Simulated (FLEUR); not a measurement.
Here is a FLEUR MaX-R8.1 (later development tree) calculation.

File inp.xml:

```xml
<?xml version="1.0" encoding="UTF-8" standalone="no"?>
<fleurInput fleurInputVersion="0.39">
   <comment>
      Cu                                                                                                  
   </comment>
   <calculationSetup>
      <cutoffs Kmax="4.56" Gmax="14.1" GmaxXC="14.1" numbands="0"/>
      <scfLoop itmax="90" minDistance="0.0001" maxIterBroyd="40" imix="Anderson" alpha="0.05" precondParam="0.0" spinf="2.0" sdNocoIR="T"/>
      <coreElectrons ctail="T" frcor="F" kcrel="0" coretail_lmax="0"/>
      <xcFunctional name="pbe" relativisticCorrections="F"/>
      <magnetism jspins="1"/>
      <soc l_soc="F" theta="0.0" phi="0.0" spav="F"/>
      <expertModes spex="0" secvar="F"/>
      <geometryOptimization l_f="T" forcealpha="1.0" forcemix="BFGS" epsdisp="0.0005" epsforce="0.0002"/>
      <ldaU l_linMix="F" mixParam="0.05" spinf="1.0"/>
   </calculationSetup>
   <cell>
      <bzIntegration valenceElectrons="95.0" mode="hist" fermiSmearingEnergy="0.00183747">
         <kPointListSelection listName="default-1"/>
         <!-- k-points included here -->
         <xi:include xmlns:xi="http://www.w3.org/2001/XInclude" href="kpts.xml"> </xi:include>
      </bzIntegration>
      <!-- symmetry operations included here -->
      <xi:include xmlns:xi="http://www.w3.org/2001/XInclude" href="sym.xml"> </xi:include>
      <filmLattice scale="1.0" dVac="20.64" dTilda="23.14">
         <bravaisMatrixFilm>
            <row-1>    4.7887486791829188     0.0000000000000000</row-1>
            <row-2>   -2.3943743395914594     4.1471780085260486</row-2>
         </bravaisMatrixFilm>
         <vacuumEnergyParameters vacuum="1" spinUp="-.25" spinDown="-.25"/>
      </filmLattice>
   </cell>
   <atomSpecies>
      <species name="Copper (Cu)" element="Cu" atomicNumber="29">
         <mtSphere radius="2.15" gridPoints="711" logIncrement="0.017"/>
         <atomicCutoffs lmax="9" lnonsphr="7"/>
         <electronConfig flipSpins="F">
            <coreConfig>(1s1/2) (2s1/2) (2p1/2) (2p3/2)</coreConfig>
            <valenceConfig>(3s1/2) (3p1/2) (3p3/2) (4s1/2) (3d3/2) (3d5/2)</valenceConfig>
            <stateOccupation state="(4s1/2)" spinUp="0.500000" spinDown="0.500000"/>
         </electronConfig>
         <energyParameters s="4" p="4" d="3" f="4"/>
         <lo type="SCLO" l="0" n="3" eDeriv="0"/>
         <lo type="SCLO" l="1" n="3" eDeriv="0"/>
         <lo type="SCLO" l="1" n="3" eDeriv="1"/>
         <lo type="SCLO" l="2" n="3" eDeriv="2"/>
         <lo type="SCLO" l="3" n="4" eDeriv="2"/>
      </species>
   </atomSpecies>
   <atomGroups>
      <atomGroup species="Copper (Cu)">
         <filmPos label="                   1">1.000/3.000 -1.000/3.000 -7.7716328361</filmPos>
         <filmPos label="                   5">1.000/3.000 -1.000/3.000 7.7716328800</filmPos>
         <force calculate="T" relaxXYZ="TTT"/>
      </atomGroup>
      <atomGroup species="Copper (Cu)">
         <filmPos label="                   2">-1.000/3.000 1.000/3.000 -3.8858164071</filmPos>
         <filmPos label="                   4">-1.000/3.000 1.000/3.000 3.8858164510</filmPos>
         <force calculate="T" relaxXYZ="TTT"/>
      </atomGroup>
      <atomGroup species="Copper (Cu)">
         <filmPos label="                   3">1.000/3.000 -1.000/3.000 .0000000219</filmPos>
         <force calculate="T" relaxXYZ="TTT"/>
      </atomGroup>
   </atomGroups>
   <output dos="F" band="F" slice="F">
      <checks vchk="F" cdinf="F"/>
      <bandDOS minEnergy="-.5*Htr" maxEnergy="0.5*Htr" sigma="0.015" storeEVData="T"/>
      <vacuumDOS vacdos="F" integ="F" star="F" nstars="0" locx1="0.0" locy1="0.0" locx2="0.0" locy2="0.0" nstm="0" tworkf="0.0"/>
      <unfoldingBand unfoldBand="F" supercellX="1" supercellY="1" supercellZ="1"/>
      <plotting iplot="0" polar="F">
         <plot TwoD="T" vec1="  1.0  0.0  0.0" vec2="  0.0  1.0  0.0" vec3="  0.0  0.0  1.0" zero="  0.0  0.0 -0.5" file="plot"/>
      </plotting>
      <chargeDensitySlicing numkpt="0" minEigenval="0.0" maxEigenval="0.0" nnne="0" pallst="F"/>
      <specialOutput eonly="F"/>
      <moessbauerParams electricFieldGradient="T" isomerShift="T" coreHyperfine="T" valenceHyperfine="T"/>
      <magneticCircularDichroism mcd="F" energyLo="-10.0" energyUp="0.0"/>
   </output>
  <!-- We include the file relax.xml here to enable relaxations (see documentation) -->
  <xi:include xmlns:xi="http://www.w3.org/2001/XInclude" href="relax.xml"> <xi:fallback/> </xi:include>
</fleurInput>
```

File crystal.txt:

```
Cu
&input film=T /
2.5340966698  0.0000000000  0.0000000000
-1.2670483349  2.1945920917  0.0000000000
0.0000000000  0.0000000000  23.2251420000
1.8897261246
1.0 1.0 1.0

5
29 0.3333333300  0.6666666600  -7.7716328361
29 0.6666666700  0.3333333400  -3.8858164071
29 0.3333333300  0.6666666600  0.0000000219
29 0.6666666700  0.3333333400  3.8858164510
29 0.3333333300  0.6666666600  7.7716328800

&kpt div1=12 div2=12 div3=1 gamma=T /
```

Potentials or basis: all-electron, FLAPW.

Command:

```bash
$ inpgen -f crystal.txt -profile fastHighL
$ # inp.xml edited to the form shown
$ mpirun -n 4 fleur_MPI -pe_per_kpt 1
```

(1) Predict the work function of the lower face.

(2) Predict the work function of the upper face.

(3) Predict the band gap on the k mesh.

Answers

(1) 4.75 eV.

(2) 4.75 eV.

(3) none (metal or under the smearing width).
